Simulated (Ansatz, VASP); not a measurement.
## TePt3 in VASP and in Ansatz

```
CELL_PARAMETERS angstrom
6.11954 0.00000 0.00000
-3.05977 5.29968 0.00000
0.00000 0.00000 4.91188
ATOMIC_POSITIONS crystal
Te 0.33333 0.66667 0.25000
Te 0.66667 0.33333 0.75000
Pt 0.83300 0.66600 0.25000
Pt 0.16700 0.83300 0.75000
Pt 0.33400 0.16700 0.25000
Pt 0.16700 0.33400 0.75000
Pt 0.83300 0.16700 0.25000
Pt 0.66600 0.83300 0.75000
```

Alike in both runs: task single point; functional PBE; k mesh 3 × 3 × 4; occupations gaussian, width 0.1 eV; no spin polarisation.

```csv
,VASP,Ansatz
version,VASP 6.6.1,Ansatz 0.2.0
potentials or method,"VASP PAW PBE potentials, release 64 (Te, Pt)","scalar-relativistic, plane waves, PAW"
plane-wave cutoff (eV),520,420
valence electrons in the cell,72,140
```

```csv
,VASP,Ansatz,Ansatz less VASP
gap on the k mesh at the Fermi level (eV),none,none,-
pressure (GPa),-16.1,-15.9,+0.24
largest component of the traceless stress (GPa),1.22,1.24,+0.020
rms of the force components (eV/Å),0.163,0.167,+0.0041
```

Atom by atom the forces differ by 0.004 eV/Å (rms over components). A gap of «none» marks a metal or a gap that the smearing closes. The two sets of potentials don't hold the same shells in valence.

Caveats: the k mesh is coarse (spacing up to 0.40 Å⁻¹), so the values aren't converged; so large a pressure means that the cell lies far from this level's equilibrium, or that cutoff or potentials fall short (VASP). Spin-orbit coupling is left out, which matters for the levels of Pt, Te.
